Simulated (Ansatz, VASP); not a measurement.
SnO2: VASP beside Ansatz

POSCAR

```
SnO2
1.0
    5.1752560000      0.0000000000      0.0000000000
    0.0000000000      5.1752560000      0.0000000000
    0.0000000000      0.0000000000      5.1752560000
Sn O
4 8
Direct
    0.0000000000      0.0000000000      0.0000000000
    0.5000000000      0.0000000000      0.5000000000
    0.5000000000      0.5000000000      0.0000000000
    0.0000000000      0.5000000000      0.5000000000
    0.6610980000      0.8389020000      0.1610980000
    0.8389020000      0.1610980000      0.6610980000
    0.1610980000      0.6610980000      0.8389020000
    0.3389020000      0.3389020000      0.3389020000
    0.6610980000      0.6610980000      0.6610980000
    0.8389020000      0.3389020000      0.1610980000
    0.1610980000      0.8389020000      0.3389020000
    0.3389020000      0.1610980000      0.8389020000
```

The input INCAR.step1:

```
SYSTEM = SnO2
ALGO     = Normal         ! electronic algorithm
EDIFF    = 1E-4           ! SCF threshold, eV
ENCUT    = 600            ! plane-wave cutoff, eV
GGA      = PE             ! functional
ISMEAR   = -1             ! smearing method
LASPH    = .True.         ! aspherical terms in the spheres
LCHARG   = .False.        ! write CHGCAR
LREAL    = .False.        ! projectors in reciprocal space
LUSENCCL = .False.      
LWAVE    = .True.         ! write WAVECAR
NELM     = 100            ! most SCF steps
PREC     = Accurate       ! precision mode
SIGMA    = 0.05           ! smearing width, eV
```

The input INCAR.step2:

```
SYSTEM = SnO2
ALGO     = Normal         ! electronic algorithm
EDIFF    = 1E-6           ! SCF threshold, eV
EDIFFG   = -0.01          ! ionic threshold
ENCUT    = 600            ! plane-wave cutoff, eV
IBRION   = 2              ! ionic algorithm
ISIF     = 3              ! what is computed and relaxed
ISMEAR   = -1             ! smearing method
ISTART   = 1            
LASPH    = .True.         ! aspherical terms in the spheres
LCHARG   = .False.        ! write CHGCAR
LMIXTAU  = .True.       
LREAL    = .False.        ! projectors in reciprocal space
LUSENCCL = .False.      
LWAVE    = .False.        ! write WAVECAR
METAGGA  = R2SCAN         ! meta-GGA
NELM     = 100            ! most SCF steps
NSW      = 60             ! ionic steps
PREC     = Accurate       ! precision mode
SIGMA    = 0.05           ! smearing width, eV
```

Contents of KPOINTS:

```
k-points
0
Gamma
  5 5 5
  0 0 0
```

input.yaml

```yaml
crystal:
  lattice:
    - [5.175256, 0.0, 0.0]
    - [0.0, 5.175256, 0.0]
    - [0.0, 0.0, 5.175256]
  atoms:
    - { symbol: Sn, position: [0.0, 0.0, 0.0] }
    - { symbol: Sn, position: [0.5, 0.0, 0.5] }
    - { symbol: Sn, position: [0.5, 0.5, 0.0] }
    - { symbol: Sn, position: [0.0, 0.5, 0.5] }
    - { symbol: O, position: [0.661098, 0.838902, 0.161098] }
    - { symbol: O, position: [0.838902, 0.161098, 0.661098] }
    - { symbol: O, position: [0.161098, 0.661098, 0.838902] }
    - { symbol: O, position: [0.338902, 0.338902, 0.338902] }
    - { symbol: O, position: [0.661098, 0.661098, 0.661098] }
    - { symbol: O, position: [0.838902, 0.338902, 0.161098] }
    - { symbol: O, position: [0.161098, 0.838902, 0.338902] }
    - { symbol: O, position: [0.338902, 0.161098, 0.838902] }
hamiltonian:
  xc: r2scan
  pseudopotentials: { kind: paw }
kpoints:
  mp_grid: { grid: [5, 5, 5] }
scf:
  occupations: { method: fermi_dirac, width: 0.05 }
output:
  forces: true
  stress: true
  eigenvalues: true
  write_density: true
  write_potential: true
  elf: true
  volumetric_format: npy
relax:
  f_tol: 0.01
  max_steps: 40
  cell: { stress_tol: 0.05 }
```

Measurements of this composition are mostly on another form, of space group No. 136.

Alike in both runs: task relaxation of cell and atoms; functional r2SCAN; k mesh 5 × 5 × 5; occupations fermi-dirac, width 0.05 eV; no spin polarisation.

|  | VASP | Ansatz |
| --- | --- | --- |
| version | VASP 6.6.1 | Ansatz 0.2.0 |
| potentials or method | VASP PAW PBE potentials, release 64 (Sn_d, O) | Ansatz PAW |
| plane-wave cutoff (eV) | 600 | 500 |
| valence electrons in the cell | 104 | 104 |

|  | VASP | Ansatz | Ansatz less VASP |
| --- | --- | --- | --- |
| gap on the k mesh at the Fermi level, each at its own relaxed structure (eV) | 1.59 | 1.61 | +0.015 |
| relaxed volume (Å³/atom) | 11.10 | 11.06 | -0.041 |
| relaxed cell length with the largest relative difference (Å) | 5.107 | 5.101 | -0.0063 |
| energy change over the relaxation (meV/atom) | -12 | -14 | -2.5 |

Caveats: spin-orbit coupling is left out, which moves the levels of the heavy elements; the PAW data sets were made with another functional, which shifts forces and pressure a little (VASP); an odd mesh through Γ misses points on the zone boundary, where band edges often lie (VASP); odd divisions of the mesh miss points on the zone boundary, where band edges often lie, so the gap on the mesh can be too wide (Ansatz); the plane-wave basis is chosen anew once the cell has moved, so the energies of steps on either side of that aren't comparable (Ansatz); the PAW data sets come from PBE, with cores solved anew for the run's functional, which leaves a small shift of forces and pressure (Ansatz). r2SCAN opens gaps a little over a GGA but as a rule still falls short of measured ones.
